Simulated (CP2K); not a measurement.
The system is CsI.

```
Cs I
1.0
     4.56670    0.00000    0.00000
     0.00000    4.56670    0.00000
     0.00000    0.00000    4.56670
Cs I
1 1
Direct
  0.00000 0.00000 0.00000
  0.50000 0.50000 0.50000
```

Base run:

| Quantity | Value |
| --- | --- |
| Program | CP2K 2026.2 |
| Functional | PBEsol |
| Potentials or basis | POTENTIAL_UZH Cs GTH-PBE-q9, I GTH-PBE-q7; TZVP-MOLOPT-PBE-GTH basis |
| Density cutoff | 9184 eV |
| k mesh | 6 × 6 × 6 |
| Occupations | fermi-dirac, width 0.05 eV |
| Spin | no spin polarisation |

Its results: band gap on the k mesh 3.65 eV, indirect (least direct gap 3.74 eV); pressure -0.1 GPa.

Problem. After a change of settings the same cell gave: band gap on the k mesh 3.76 eV, indirect (least direct gap 3.86 eV); pressure 0.2 GPa. Which change was it?
A. functional from PBEsol to TASK
B. functional from PBEsol to LDA
C. functional from PBEsol to rev-vdW-DF2

Solution. C.

Caveats: the potentials were made for another functional, which shifts forces and pressure; spin-orbit coupling is left out, which moves the levels of the heavy elements; the basis of atomic orbitals isn't converged, which shifts pressures, moduli and gaps.

Runs at the PBE level aren't shown here.
